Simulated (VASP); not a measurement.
# MgI2 (Immm) in VASP: notebook

One crystal, MgI2, is run at these levels: r2SCAN, PBE, HSE06; tasks: single point.

Everything below comes from runs of VASP 6.6.1. Logs are shortened: lines on timing, memory, paths and dates and some standing lists are left out, and cuts for length are marked.

**1. The cell of the first run**

It takes space group Immm (No. 71, orthorhombic). The conventional cell has a = 5.242 Å, b = 5.381 Å, c = 7.511 Å, α = 90.00°, β = 90.00°, γ = 90.00°. Mg (site symmetry mmm) has 8 I at 3.22 to 3.29 Å as nearest neighbours. Around I (site symmetry mm2) lie 4 Mg at 3.22 to 3.29 Å.

The cell was built by a generator and needn't be a form met in nature.

**2. Single point, r2SCAN (shear_xy strain +2.6%)**

POSCAR

```
MgI2
1.0
    0.0491999397      3.7557205885      3.7557205885
    3.7557205885      0.0491999397      3.7557205885
    3.8049205282      3.8049205282      0.0000000000
Mg I
1 2
Direct
    0.0000000000      0.0000000000      0.0000000000
    0.2510879652      0.2510879652      0.2489120348
    0.7489120348      0.7489120348      0.7510879652
```

INCAR.step1

```
  PREC = Accurate
  ENCUT = 520
  ISMEAR = 0
  SIGMA = 0.01
  LREAL = F
  LASPH = T
  NELM = 60
  NBANDS = 15
  GGA = PE
  ALGO = Normal
  EDIFF = 1E-4
  LWAVE = T
  LCHARG = F
```

INCAR.step2

```
  PREC = Accurate
  ENCUT = 520
  EDIFF = 1E-6
  ISMEAR = 0
  SIGMA = 0.01
  LREAL = F
  LASPH = T
  NELM = 60
  ALGO = Normal
  ISIF = 2
  LWAVE = F
  LCHARG = T
  METAGGA = R2SCAN
  LMIXTAU = T
  LELF = T
  LVHAR = T
  NBANDS = 15
  ISTART = 1
```

KPOINTS

```
Automatic mesh
0
Gamma
  6 6 6
```

Potentials or basis: VASP PAW PBE potentials, release 64 (Mg, I).

Started as:

```bash
$ cat potpaw_PBE.64/Mg/POTCAR potpaw_PBE.64/I/POTCAR > POTCAR
$ cp INCAR.step1 INCAR
$ mpirun -np 1 vasp_std > vasp.out
$ cp INCAR.step2 INCAR
$ mpirun -np 1 vasp_std > vasp.out
```

OUTCAR:

```text
PREC = Accurate
   ENCUT = 520
   EDIFF = 1E-6
   ISMEAR = 0
   LREAL = F
   LASPH = T
   NELM = 60
   ISIF = 2
   METAGGA = R2SCAN
   ISTART = 1

 ion  position               nearest neighbor table
   1  0.000  0.000  0.000-   3 3.22   3 3.22   2 3.22   2 3.22   3 3.29   2 3.29   3 3.29   2 3.29

   2  0.251  0.251  0.249-   1 3.22   1 3.22   1 3.29   1 3.29
   3  0.749  0.749  0.751-   1 3.22   1 3.22   1 3.29   1 3.29

  LATTYP: Found a body centered orthorhombic cell.
 ALAT       =     5.2418117707
 B/A-ratio  =     1.0265477759
 C/A-ratio  =     1.4329856747

  Lattice vectors:

 A1 = (   3.7557205885,   0.0491999397,  -3.7557205885)
 A2 = (  -3.7557205885,  -0.0491999397,  -3.7557205885)
 A3 = (   0.0491999397,   3.7557205885,   3.7557205885)

Analysis of symmetry for initial positions (statically):
=====================================================================
 Subroutine PRICEL returns:
 Original cell was already a primitive cell.

 Routine SETGRP: Setting up the symmetry group for a
 body centered orthorhombic supercell.

 Subroutine GETGRP returns: Found  8 space group operations
 (whereof  8 operations were pure point group operations)
 out of a pool of  8 trial point group operations.

The static configuration has the point symmetry D_2h.

Analysis of symmetry for dynamics (positions and initial velocities):
=====================================================================
 Subroutine PRICEL returns:
 Original cell was already a primitive cell.

 Routine SETGRP: Setting up the symmetry group for a
 body centered orthorhombic supercell.

 Subroutine GETGRP returns: Found  8 space group operations
 (whereof  8 operations were pure point group operations)
 out of a pool of  8 trial point group operations.

The dynamic configuration has the point symmetry D_2h.

 Subroutine INISYM returns: Found  8 space group operations
 (whereof  8 operations are pure point group operations),
 and found     1 'primitive' translations

----------------------------------------------------------------------------------------

                                     Primitive cell

  volume of cell :     105.9340

  direct lattice vectors                    reciprocal lattice vectors
     0.049199940  3.755720589  3.755720589    -0.134897400  0.134897400  0.133130244
     3.755720589  0.049199940  3.755720589     0.134897400 -0.134897400  0.133130244
     3.804920528  3.804920528  0.000000000     0.131408789  0.131408789 -0.133130244

[... 98 lines left out ...]
   EMIN   =  10.00;   EMAX   =-10.00  energy-range for DOS
   EFERMI =   0.00;   METHOD = LEGACY
   ISMEAR =     0;   SIGMA  =   0.01  broadening in eV -4-tet -1-fermi 0-gaus
   EFERMI_NEDOS =   21; number of points for ismear=-14 and -15
   IALGO  =     38    algorithm
   IMIX   =      4    mixing-type and parameters
     AMIX     =   0.40;   BMIX     =  1.00
     AMIX_MAG =   1.60;   BMIX_MAG =  1.00
  volume/ion in A,a.u.               =      35.31       238.29
  Fermi-wavevector in a.u.,A,eV,Ry     =   0.871839  1.647537 10.341837  0.760104
  Thomas-Fermi vector in A             =   1.991004
   LORBIT       =      0    0 simple, 1 ext, 2 COOP (PROOUT), +10 PAW based schemes
   METAGGA = R2SCAN    functional components
   LHFCALC =     F    Hartree Fock is set to
   AEXX    =    0.0000 exact exchange contribution
   IVDW    =     0    specifies the selected vdW correction
   LEPSILON=     F    determine dielectric tensor
   LRPA    =     F    only Hartree local field effects (RPA)
 non-spin polarized calculation
 Gauss-broadening in eV      SIGMA  =   0.01
  energy-cutoff  :      520.00
  volume of cell :      105.93
 maximum number of plane-waves:      2868
   NGX = 19   NGY = 19   NGZ = 21

 number of electron      16.0000000 magnetization

 Free energy of the ion-electron system (eV)
  ---------------------------------------------------
  ext. energy  EPLUGINS =         0.00000000
  ---------------------------------------------------
  free energy    TOTEN  =       -55.46206034 eV

  energy without entropy =      -55.46206034  energy(sigma->0) =      -55.46206034

 E-fermi :   3.1368     XC(G=0):  -8.4835

 val. band max:        3.0472572588   @ k =   0.5000   0.5000   0.0000
 cond. band min:       4.3506856794   @ k =   0.0000   0.0000   0.0000
 fundamental gap:      1.3034284206
 Fermi energy:         3.1367526919

 k-point     1 :       0.0000    0.0000    0.0000
  band No.  band energies     occupation
      1     -10.3013      2.00000
      2      -8.6248      2.00000
      3      -0.0344      2.00000
      4      -0.0065      2.00000
      5       0.0315      2.00000
      6       1.8131      2.00000
      7       1.8970      2.00000
      8       1.9820      2.00000
      9       4.3507      0.00000
     10       6.4726      0.00000
     11       6.5861      0.00000
     12       6.6963      0.00000
     13       8.7905      0.00000
     14       8.7947      0.00000
[... 401 lines left out ...]
      2      -9.2018      2.00000
      3      -1.6122      2.00000
      4      -0.7044      2.00000
      5      -0.6030      2.00000
      6       2.1667      2.00000
      7       2.1820      2.00000
      8       2.6786      2.00000
      9       4.9386      0.00000
     10       8.0724      0.00000
     11       9.1733      0.00000
     12       9.5166      0.00000
     13      10.2525      0.00000
     14      10.7443      0.00000
     15      11.5603      0.00000

 [... further k-points ...]

------------------------ aborting loop because EDIFF is reached ----------------------------------------

  FORCE on cell =-STRESS in cart. coord.  units (eV):
  Direction    XX          YY          ZZ          XY          YZ          ZX
  --------------------------------------------------------------------------------------
  -------------------------------------------------------------------------------------
  Total       -0.0697178     -0.0697178     -0.0528898      0.3290656      0.0000000      0.0000000
  in kB       -1.0544326     -1.0544326     -0.7999215      4.9768866      0.0000000      0.0000000
  external PRESSURE =      -0.9695956 kB  Pullay stress =       0.0000000 kB

 VOLUME and BASIS-vectors are now :
 -----------------------------------------------------------------------------
  energy-cutoff  :      520.00
  volume of cell :      105.93
      direct lattice vectors                 reciprocal lattice vectors
     0.049199940  3.755720589  3.755720589    -0.134897400  0.134897400  0.133130244
     3.755720589  0.049199940  3.755720589     0.134897400 -0.134897400  0.133130244
     3.804920528  3.804920528  0.000000000     0.131408789  0.131408789 -0.133130244

 POSITION                                       TOTAL-FORCE (eV/Angst)
 -----------------------------------------------------------------------------------
      0.00000      0.00000      0.00000         0.000000     -0.000000      0.000000
      1.90246      1.90246      1.88603         0.000000      0.000000      0.005942
      5.70738      5.70738      5.62541        -0.000000     -0.000000     -0.005942
 -----------------------------------------------------------------------------------
    total drift:                                0.000000      0.000000      0.000000

  FREE ENERGIE OF THE ION-ELECTRON SYSTEM (eV)
  ---------------------------------------------------
  free  energy   TOTEN  =       -55.4620603414 eV

  energy  without entropy=      -55.4620603414  energy(sigma->0) =      -55.46206034
```

It took 1.8 min on 1 thread of Intel Xeon 6975P-C (Granite Rapids), shared host; peak memory 0.29 GiB.

What came out:

```yaml
Free_energy: -55.4621 eV
Pressure: -0.1 GPa
Largest_force: 0.006 eV/Å
Band_gap_on_the_k_mesh: 1.30 eV, indirect (least direct gap 1.51 eV)
```

Forces on the atoms (eV/Å):
```
Mg   0.000  0.000  0.000
I    0.000  0.000  0.006
I    0.000  0.000 -0.006
```

Levels at points of the mesh, in eV from the valence-band top:
```tsv
k point	band 5	band 6	band 7	band 8	band 9	band 10	band 11	band 12
(0.00, 0.00, 0.00)	-3.02	-1.23	-1.15	-1.07	1.30	3.43	3.54	3.65
(0.50, 0.00, 0.00)	-2.58	-2.55	-2.33	-2.29	3.28	5.56	5.76	6.36
(0.50, 0.50, 0.00)	-3.81	-0.59	-0.45	0.00	1.51	4.78	6.99	7.01
(0.00, 0.00, 0.50)	-2.54	-2.50	-2.34	-2.31	3.20	5.48	5.68	6.28
(0.50, 0.00, 0.50)	-3.85	-0.53	-0.52	0.00	1.52	4.77	6.99	7.03
```

Caveat: the PAW data sets were made with another functional, which shifts forces and pressure a little; spin-orbit coupling is left out, which moves the levels of the heavy elements. A k mesh can miss the band edges.

**3. Single point, PBE (shear_111 strain +1.0%)**

INCAR

```
SYSTEM = MgI2
PREC = Accurate
ENCUT = 520
EDIFF = 1E-6
ISMEAR = -1
SIGMA = 0.02
LREAL = .FALSE.
LASPH = .TRUE.
NELM = 60
ALGO = Normal
ISIF = 2
LWAVE = .FALSE.
LCHARG = .FALSE.
GGA = PE
NBANDS = 15
```

KPOINTS

```
Automatic mesh
0
G
  6 6 6
  0 0 0
```

POSCAR

```
MgI2
1.0
    0.0255389000      3.7812594885      3.7812594885
    3.7812594885      0.0255389000      3.7812594885
    3.7812594885      3.7812594885      0.0255389000
Mg I
1 2
Direct
    0.0000000000      0.0000000000      0.0000000000
    0.2502944672      0.2502944672      0.2502944672
    0.7497055328      0.7497055328      0.7497055328
```

Potentials or basis: VASP PAW PBE potentials, release 64 (Mg, I).

Started as:

```bash
$ cat potpaw_PBE.64/Mg/POTCAR potpaw_PBE.64/I/POTCAR > POTCAR
$ mpirun -np 1 vasp_std > vasp.out
```

It took 23 s on 1 thread of Intel Xeon 6975P-C (Granite Rapids), shared host; peak memory 0.25 GiB.

It converged, with:

```
Free energy            : -6.4030 eV
Pressure               : -0.1 GPa
Band gap on the k mesh : 0.57 eV, indirect (least direct gap 1.08 eV)
```

Forces on the atoms (eV/Å):
```
Mg   0.000  0.000  0.000
I    0.002  0.002  0.002
I   -0.002 -0.002 -0.002
```

Stress tensor (GPa, compression positive):
```
-0.13  0.12  0.12
 0.12 -0.13  0.12
 0.12  0.12 -0.13
```

Levels at points of the mesh, in eV from the valence-band top:
```tsv
k point	band 4	band 5	band 6	band 7	band 8	band 9	band 10	band 11	band 12	band 13
(0.00, 0.00, 0.00)	-2.90	-2.90	-1.11	-1.11	-1.05	0.57	3.08	3.17	3.17	5.22
(0.50, 0.00, 0.00)	-2.50	-2.48	-2.44	-2.22	-2.20	2.64	5.02	5.13	5.98	6.62
(0.50, 0.50, 0.00)	-3.69	-3.68	-0.50	-0.47	0.00	1.08	4.07	6.39	6.41	6.47
(0.50, 0.50, 0.50)	-2.48	-2.44	-2.44	-2.22	-2.22	2.60	5.04	5.04	5.91	6.63
```

Caveat: spin-orbit coupling is left out, which moves the levels of the heavy elements. A k mesh can miss the band edges.

**4. Single point, HSE06 (shear_111 strain +1.0%)**

POSCAR is that of step 3.

INCAR.step1

```
SYSTEM = MgI2
PREC = Accurate ; ENCUT = 520
EDIFF = 1E-5 ; ISMEAR = 0
SIGMA = 0.01 ; LREAL = .False.
LASPH = .True. ; NELM = 60
ALGO = Normal ; ISIF = 2
LWAVE = .True. ; LCHARG = .False.
GGA = PE ; NBANDS = 15
```

INCAR.step2

```
SYSTEM = MgI2
PREC = Accurate ; ENCUT = 520
EDIFF = 1E-6 ; ISMEAR = 0
SIGMA = 0.01 ; LREAL = .False.
LASPH = .True. ; NELM = 60
ALGO = Normal ; ISIF = 2
LWAVE = .False. ; LCHARG = .False.
GGA = PE ; LHFCALC = .True.
HFSCREEN = 0.2079 ; PRECFOCK = Normal
ISTART = 1 ; NBANDS = 15
```

KPOINTS

```
regular mesh
0
Gamma
  4 4 4
  0 0 0
```

Started as:

```bash
$ cat potpaw_PBE.64/Mg/POTCAR potpaw_PBE.64/I/POTCAR > POTCAR
$ cp INCAR.step1 INCAR
$ mpirun -np 1 vasp_std > vasp.out
$ cp INCAR.step2 INCAR
$ mpirun -np 1 vasp_std > vasp.out
```

Wall time 12 min (1 thread of Intel Xeon 6975P-C (Granite Rapids), shared host); peak memory 0.36 GiB.

The run converged. Its results:

| Property | Result |
| --- | --- |
| Free energy | -7.7688 eV |
| Pressure | -0.9 GPa |
| Largest force | 0.007 eV/Å |
| Band gap on the k mesh | 1.35 eV, indirect (least direct gap 1.83 eV) |

Forces on the atoms (eV/Å):
```
Mg   0.000  0.000  0.000
I    0.004  0.004  0.004
I   -0.004 -0.004 -0.004
```

Stress tensor (GPa, compression positive):
```
-0.86  0.13  0.13
 0.13 -0.86  0.13
 0.13  0.13 -0.86
```

Levels at points of the mesh, in eV from the valence-band top:
```csv
k point,band 5,band 6,band 7,band 8,band 9,band 10,band 11,band 12
"(0.00, 0.00, 0.00)",-3.15,-1.20,-1.20,-1.14,1.35,3.89,3.98,3.98
"(0.50, 0.00, 0.00)",-2.66,-2.65,-2.40,-2.38,3.49,5.97,6.08,6.85
"(0.50, 0.50, 0.00)",-3.99,-0.55,-0.52,0.00,1.83,4.96,7.43,7.44
"(0.50, 0.50, 0.50)",-2.64,-2.64,-2.39,-2.39,3.44,5.99,5.99,6.78
```

Caveat: the PAW data sets were made with another functional, which shifts forces and pressure a little; spin-orbit coupling is left out, which moves the levels of the heavy elements. A k mesh can miss the band edges.

**5. Overview**

| level | cell | k mesh | smearing | exchange at q = 0 | grid for exact exchange (PRECFOCK) | screening parameter | gap on the mesh (eV) | pressure (GPa) | largest force (eV/Å) |
| --- | --- | --- | --- | --- | --- | --- | --- | --- | --- |
| r2SCAN | shear_xy strain +2.6% | 6 × 6 × 6 | gaussian 0.01 eV | - | - | - | 1.30 | -0.1 | 0.01 |
| PBE | shear_111 strain +1.0% | 6 × 6 × 6 | fermi-dirac 0.02 eV | - | - | - | 0.57 | -0.1 | - |
| HSE06 | shear_111 strain +1.0% | 4 × 4 × 4 | gaussian 0.01 eV | truncated | Normal | 0.2079 1/A | 1.35 | -0.9 | 0.01 |

Alike in all rows: task single point; potentials or basis VASP PAW PBE potentials, release 64 (Mg, I); no spin polarisation; cutoff (eV) 520.

Caveats: spin-orbit coupling is left out, which moves the levels of the heavy elements; the PAW data sets were made with another functional, which shifts forces and pressure a little (some runs).

Absolute energies hang on the potentials; compare differences alone.
